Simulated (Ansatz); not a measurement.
**BaO at 20 GPa: from Born charge to LO–TO splitting and polaron coupling**

Level of theory: DFT LDA, scalar-relativistic, plane waves, PAW in Ansatz 0.2.0. Plane waves to 420 eV; Γ-centred k mesh 10×10×10; fixed occupations. No spin polarisation. Phonons by linear response, acoustic sum rule imposed.

The cell, relaxed at 20 GPa:
```cif
data_structure
_symmetry_space_group_name_H-M 'Fm-3m'
_symmetry_Int_Tables_number 225
_cell_length_a 5.1496
_cell_length_b 5.1496
_cell_length_c 5.1496
_cell_angle_alpha 90.000
_cell_angle_beta 90.000
_cell_angle_gamma 90.000
_cell_volume 136.56
loop_
_atom_site_label
_atom_site_type_symbol
_atom_site_symmetry_multiplicity
_atom_site_Wyckoff_symbol
_atom_site_fract_x
_atom_site_fract_y
_atom_site_fract_z
_atom_site_occupancy
Ba1 Ba 4 a 0.00000 0.00000 0.00000 1
O1 O 4 b 0.50000 0.00000 0.00000 1
```

Spin–orbit coupling is left out, which matters for heavy elements. The real crystal has changed phase below this pressure. The bands were filled as in an insulator; under compression the gap may have closed between mesh points.

Linear response gives ν_TO = 147.0 cm⁻¹, Born charges ±3.022 e (positive on Ba) and ε∞ = 4.492. The primitive cell holds 34.140 Å³, and the masses are 137.327 and 15.999 amu.

Q: Find ν_LO and the static dielectric constant.

A: The long-wave field adds a restoring force: ω_LO² − ω_TO² = Z*²e²/(ε_vac ε∞ μV). In these units ν_LO² − ν_TO² = 4.92064×10⁷ Z*²/(μ V ε∞) cm⁻², with μ = m₁m₂/(m₁ + m₂) = 14.330 amu: 204514 cm⁻². So ν_LO = √(147.0² + 204514) = 475.5 cm⁻¹, and the run gives 475.5. Lyddane–Sachs–Teller then gives ε0 = ε∞ (ν_LO/ν_TO)² = 46.98, against 46.98 in the run (it forms both from the same three quantities, so the match checks the arithmetic only). Between ν_TO and ν_LO the dielectric function is negative and an undamped crystal reflects fully: a reststrahlen band from 21.0 to 68.0 μm.

Q: What do the Clausius–Mossotti polarisability and the Szigeti charge come to?

A: With the Lorentz local field, α = (3V/4π)(ε∞ − 1)/(ε∞ + 2) = 4.38 Å³ for the pair, and e_S = 3Z*/(ε∞ + 2) = 1.40 e. The Born charge includes the electrons' response to the dipole's own local field, and e_S takes that enhancement out. The Lorentz field assumes point-like polarisable ions, a poor picture once ε∞ is this large, since the electron clouds then overlap or are shared, so both numbers are formal here.

Q: How strongly does a slow electron couple to the LO mode?

A: For one isotropic parabolic band, Fröhlich's constant is α_F = (1/ε∞ − 1/ε0) √(m* Ry/ħω_LO), with Ry = 13.606 eV, ħω_LO = 59.0 meV and m* in free-electron masses: α_F = 0.2013 × 15.19 × √m* = 3.06 √m*. The band mass isn't part of this run; for m* = 0.1, 0.3 and 1 it gives 0.97, 1.68, 3.06. In weak coupling the polaron lies α_F ħω_LO below the band edge (99 meV at m* = 0.3) with a mass m*(1 + α_F/6); past α_F of about 5 or 6 that expansion fails. A semilocal functional's ε∞ tends to be too large, which taken alone lowers α_F.

Cost: 1 run of about 1.4 core-minutes, on Arm Neoverse N1 (shared hosts).